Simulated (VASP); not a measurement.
Write the native input for VASP 6.6.1 that does the following.

* Task: single point
* Functional: PBE
* Potentials or basis: VASP PAW PBE potentials, release 64 (Na_sv_GW)
* Cutoff: 600 eV
* k mesh: 5 × 5 × 1
* Occupations: fermi-dirac, width 0.05 eV
* Spin: no spin polarisation
* Dipole correction: yes
* Further INCAR settings: ALGO = Fast; EDIFF = 1e-06; NBANDS = 36

The structure of Na lies in POSCAR:

```
Na
1.0
    4.2350000000      0.0000000000      0.0000000000
    0.0000000000      4.2350000000      0.0000000000
    0.0000000000      0.0000000000     25.5875000000
Na
6
Direct
    0.5000000000      0.5000000000      0.2931118710
    0.0000000000      0.0000000000      0.3758671226
    0.5000000000      0.5000000000      0.4586223742
    0.0000000000      0.0000000000      0.5413776258
    0.5000000000      0.5000000000      0.6241328774
    0.0000000000      0.0000000000      0.7068881290
```

The slab is cut from a database's or a generator's crystal, which needn't be the stable form of the element.

One way to write it, as run:

INCAR

```
SYSTEM = Na
PREC     = Accurate       ! precision mode
ENCUT    = 600            ! plane-wave cutoff, eV
EDIFF    = 1E-6           ! SCF threshold, eV
ISMEAR   = -1             ! smearing method
SIGMA    = 0.05           ! smearing width, eV
LREAL    = .False.        ! projectors in reciprocal space
LASPH    = .True.         ! aspherical terms in the spheres
NELM     = 60             ! most SCF steps
ALGO     = Fast           ! electronic algorithm
ISIF     = 2              ! what is computed and relaxed
LWAVE    = .False.        ! write WAVECAR
LCHARG   = .False.        ! write CHGCAR
LDIPOL   = .True.       
IDIPOL   = 3            
DIPOL    = 0.5 0.5 0.500
GGA      = PE             ! functional
NBANDS   = 36             ! bands
```

KPOINTS

```
Automatic mesh
0
Gamma
  5 5 1
  0 0 0
```

Potentials or basis: VASP PAW PBE potentials, release 64 (Na_sv_GW).

Command:

```console
$ cat potpaw_PBE.64/Na_sv_GW/POTCAR > POTCAR
$ mpirun -np 1 vasp_std > vasp.out
```

It gave:

```yaml
Largest_force: 0.051 eV/Å
Band_gap_on_the_k_mesh: none (metal or under the smearing width)
```

It took 4.5 min on 1 thread of Intel(R) Xeon(R) Platinum 8259CL CPU @ 2.50GHz (Skylake/Cascade Lake) (shared host), peak memory 0.59 GiB.
